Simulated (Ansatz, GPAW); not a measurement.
Given: the input of a run of Ansatz 0.2.0 on Al (Aluminum). 

The input input.yaml:

```yaml
crystal:
  lattice:
    - [0.0, 2.024805, 2.024805]
    - [2.024805, 0.0, 2.024805]
    - [2.024805, 2.024805, 0.0]
  atoms:
    - { symbol: Al, position: [0.0, 0.0, 0.0] }
kpoints:
  mp_grid: { grid: [11, 11, 11] }
scf:
  occupations: { method: gaussian, width: 0.027 }
hamiltonian:
  xc: pbe
  pseudopotentials: { kind: all_electron, lapw: { basis_error: 0.001 } }
output:
  forces: true
  stress: true
  eigenvalues: true
```

Potentials or basis: all-electron LAPW, scalar-relativistic.

Launch:

```console
$ ansatz run input.yaml --threads 1 --pin off --max-ram 3072MiB --backend cpu --events-out ev --progress --plain --runs-dir out
```

Q: Translate it to GPAW 26.7.0 (ASE script). Potentials or basis there: GPAW PAW data sets (gpaw-data 1.2.1), cutoff 600 eV.

A: As run (cutoffs and basis follow the program's own potentials, and thresholds, step limits or extra output files can differ):

Contents of run.py:

```python
from ase.dft.bandgap import bandgap
from ase.io import read, write
from ase.units import Bohr, GPa
from gpaw import GPAW, PW
from gpaw.elf import elf_from_dft_calculation

atoms = read('Al.xyz')

calc = GPAW(mode=PW(600),
            xc='PBE',
            kpts={'size': (11, 11, 11), 'gamma': True},
            occupations={'name': 'methfessel-paxton', 'order': 0, 'width': 0.027000000000000003},
            nbands=7,
            convergence={'density': 1e-05, 'energy': 1e-05},
            maxiter=150,
            txt='gpaw.txt')
atoms.calc = calc
energy = atoms.get_potential_energy()
forces = atoms.get_forces()
stress = atoms.get_stress()
calc.write('gs.gpw')
write('result.traj', atoms)
print(f'Energy: {energy:.6f} eV')
print('Forces (eV/A):')
print(forces.round(4))
print('Stress (GPa):', (stress / GPa).round(3))
print('Fermi level:', round(calc.get_fermi_level(), 4), 'eV')
print(f'Gap: {bandgap(calc)[0]:.4f} eV, direct: {bandgap(calc, direct=True)[0]:.4f} eV')

# fields on the real-space grid
write('density.cube', atoms, data=calc.get_pseudo_density() * Bohr**3)
write('potential.cube', atoms, data=calc.get_electrostatic_potential())
write('elf.cube', atoms, data=elf_from_dft_calculation(calc).data)
```

File Al.xyz:

```xyz
1
Lattice="0.0000000000 2.0248050000 2.0248050000 2.0248050000 0.0000000000 2.0248050000 2.0248050000 2.0248050000 0.0000000000" Properties=species:S:1:pos:R:3 pbc="T T T"
Al     0.0000000000      0.0000000000      0.0000000000
```

Potentials or basis: GPAW PAW data sets (gpaw-data 1.2.1), pw.

Launch:

```bash
$ OMP_NUM_THREADS=1 python run.py
```

Both were run:

|  | Ansatz | GPAW |
| --- | --- | --- |
| Pressure | -0.5 GPa | -0.4 GPa |

Where Ansatz's input types no cutoff or centring, it takes its own default and a Γ-centred mesh.

Pressure is positive in compression.
